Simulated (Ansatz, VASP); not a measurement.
AlNi3 in VASP and in Ansatz

Contents of INCAR:

```
ALGO = Normal
EDIFF = 1E-7
ENCUT = 520
GGA = PE
ISIF = 2
ISMEAR = -1
ISPIN = 2
LASPH = T
LCHARG = T
LELF = T
LMAXMIX = 4
LORBIT = 11
LREAL = F
LVHAR = T
LWAVE = F
MAGMOM = 1 1 1 0
NBANDS = 28
NELM = 150
PREC = Accurate
SIGMA = 0.05
```

The input KPOINTS:

```
k-points
0
Gamma
  8 8 8
```

The input POSCAR:

```
AlNi3
1.0
    3.5230547267      0.0000000000      0.0000000000
    0.0000000000      3.5230547267      0.0000000000
    0.0000000000      0.0000000000      3.5230547267
Ni Al
3 1
Direct
    0.5000000000      0.5000000000      0.0000000000
    0.5000000000      0.0000000000      0.5000000000
    0.0000000000      0.5000000000      0.5000000000
    0.0000000000      0.0000000000      0.0000000000
```

The input input.yaml:

```yaml
crystal:
  lattice:
    - [3.5230547267, 0.0, 0.0]
    - [0.0, 3.5230547267, 0.0]
    - [0.0, 0.0, 3.5230547267]
  atoms:
    - { symbol: Ni, position: [0.5, 0.5, 0.0], spin: 1.0 }
    - { symbol: Ni, position: [0.5, 0.0, 0.5], spin: 1.0 }
    - { symbol: Ni, position: [0.0, 0.5, 0.5], spin: 1.0 }
    - { symbol: Al, position: [0.0, 0.0, 0.0] }
hamiltonian:
  xc: pbe
  pseudopotentials: { kind: paw }
magnetization:
  spin_polarized: true
kpoints:
  mp_grid: { grid: [8, 8, 8] }
scf:
  occupations: { method: fermi_dirac, width: 0.05 }
output:
  forces: true
  stress: true
  eigenvalues: true
```

The cell is a database's computed one.

Alike in both runs: task single point; functional PBE; k mesh 8 × 8 × 8; occupations fermi-dirac, width 0.05 eV; collinear spin, ferromagnetic start.

|  | VASP | Ansatz |
| --- | --- | --- |
| version | VASP 6.6.1 | Ansatz 0.2.0 |
| potentials or method | VASP PAW PBE potentials, release 64 (Ni, Al) | Ansatz PAW |
| plane-wave cutoff (eV) | 520 | 420 |
| valence electrons in the cell | 33 | 57 |

|  | VASP | Ansatz | Ansatz less VASP |
| --- | --- | --- | --- |
| gap on the k mesh at the Fermi level (eV) | none | none | - |
| pressure (GPa) | 7.3 | 7.3 | +0.04 |
| net moment per atom (μB) | 0.17 | 0.18 | +0.009 |
| size of the moment on the site where the two differ most (μB) | 0.24 | 0.26 | +0.023 |

Site moments also hang on the region over which each program counts them. A gap of «none» marks a metal or a gap that the smearing closes. The two sets of potentials don't hold the same shells in valence.
